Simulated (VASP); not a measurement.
Set up this calculation in VASP 6.6.1, as the native input.

```yaml
Task: single point
Functional: PBE
Potentials_or_basis: VASP PAW PBE potentials, release 64 (K_sv, Cl)
Cutoff: 520 eV
k_mesh: 4 × 4 × 4
Occupations: gaussian, width 0.01 eV
Spin: no spin polarisation
Dipole_correction: no
Further_INCAR_settings: ALGO = Fast; EDIFF = 1e-06; NBANDS = 15
```

The structure of KCl lies in POSCAR:

```
KCl
1.0
    0.0000000000      3.5072828304      3.5072828304
    3.5072828304      0.0000000000      3.5072828304
    3.5072828304      3.5072828304      0.0000000000
K Cl
1 1
Direct
    0.0000000000      0.0000000000      0.0000000000
    0.2500000000      0.2500000000      0.2500000000
```

The cell was built by a generator and needn't be a form met in nature.

The input as run:

INCAR

```
ALGO = Fast
EDIFF = 1E-6
ENCUT = 520
GGA = PE
ISIF = 2
ISMEAR = 0
LASPH = True
LCHARG = False
LREAL = False
LWAVE = False
NBANDS = 15
NELM = 80
PREC = Accurate
SIGMA = 0.01
```

KPOINTS

```
k-points
0
Gamma
  4 4 4
```

Potentials or basis: VASP PAW PBE potentials, release 64 (K_sv, Cl).

Command:

```sh
$ cat potpaw_PBE.64/K_sv/POTCAR potpaw_PBE.64/Cl/POTCAR > POTCAR
$ mpirun -np 1 vasp_std > vasp.out
```

It gave:

- Pressure: 0.3 GPa
- Band gap on the k mesh: 4.78 eV, indirect (least direct gap 4.81 eV)

Run time: 19 s on 1 thread of Intel(R) Xeon(R) Platinum 8488C (Sapphire Rapids), with other jobs on the host, peak memory 0.23 GiB.
